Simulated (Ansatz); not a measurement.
# Re: the cost of one run

Program: Ansatz 0.2.0. Level of theory: DFT PBEsol, scalar-relativistic, plane waves, PAW. These are calculated values, not measurements.

1 further run of the same task is left out (set aside as unsound or not needed).

### Step 1. Starting point

The structure is hexagonal, space group P6_3/mmc (No. 194). The conventional cell has a = 2.750 Å, b = 2.750 Å, c = 4.443 Å, α = 90.00°, β = 90.00°, γ = 120.00°. Re (site symmetry -6m2) has 12 Re at 2.73 to 2.75 Å as nearest neighbours.

As a file:

```cif
data_structure
_symmetry_space_group_name_H-M 'P 1'
_symmetry_Int_Tables_number 1
_cell_length_a 2.7504
_cell_length_b 2.7504
_cell_length_c 4.4432
_cell_angle_alpha 90.000
_cell_angle_beta 90.000
_cell_angle_gamma 120.000
_cell_volume 29.11
loop_
_atom_site_label
_atom_site_type_symbol
_atom_site_fract_x
_atom_site_fract_y
_atom_site_fract_z
_atom_site_occupancy
Re1 Re 0.33333 0.66667 0.25000 1
Re2 Re 0.66667 0.33333 0.75000 1
```

It is the result of an earlier relaxation at this level (volume 14.55 Å³/atom; gap on the mesh: none (metal)).

### Step 2. Static run: bands, density of states and charges

input.yaml

```yaml
crystal:
  lattice:
    - [2.7503660253, 0.0, 0.0]
    - [-1.3751830126, 2.3818868476, 0.0]
    - [0.0, 0.0, 4.4432016763]
  atoms:
    - { symbol: Re, position: [0.3333333333, 0.6666666667, 0.25] }
    - { symbol: Re, position: [0.6666666667, 0.3333333333, 0.75] }
basis:
  ecutwfc: 420
kpoints:
  mp_grid: { grid: [18, 18, 10] }
  band_path:
    path:
      - [[0.0, 0.0, 0.0], [0.5, 0.0, 0.0], [0.33333333, 0.33333333, 0.0], [0.0, 0.0, 0.0], [0.0, 0.0, 0.5], [0.5, 0.0, 0.5], [0.33333333, 0.33333333, 0.5], [0.0, 0.0, 0.5]]
      - [[0.5, 0.0, 0.5], [0.5, 0.0, 0.0]]
      - [[0.33333333, 0.33333333, 0.5], [0.33333333, 0.33333333, 0.0]]
    npoints: 14
hamiltonian:
  xc: pbesol
scf:
  occupations: { method: gaussian, width: 0.1 }
  n_extra_bands: 6
output:
  forces: true
  stress: true
  eigenvalues: true
  populations: true
  dos: { projected: true, de: 0.02, nscf_kmesh: { grid: [27, 27, 15] } }
  bader: true
  write_density: true
  write_potential: true
  elf: true
  volumetric_format: npy
```

Started as:

```bash
$ ansatz run input.yaml --threads 1 --pin off --max-ram 2560MiB --backend cpu --events-out ev --progress --plain --runs-dir out
```

Q: Estimate wall time and peak memory on 1 thread of Arm Neoverse V1, shared host.

About 35 s, with a peak of 0.44 GiB.
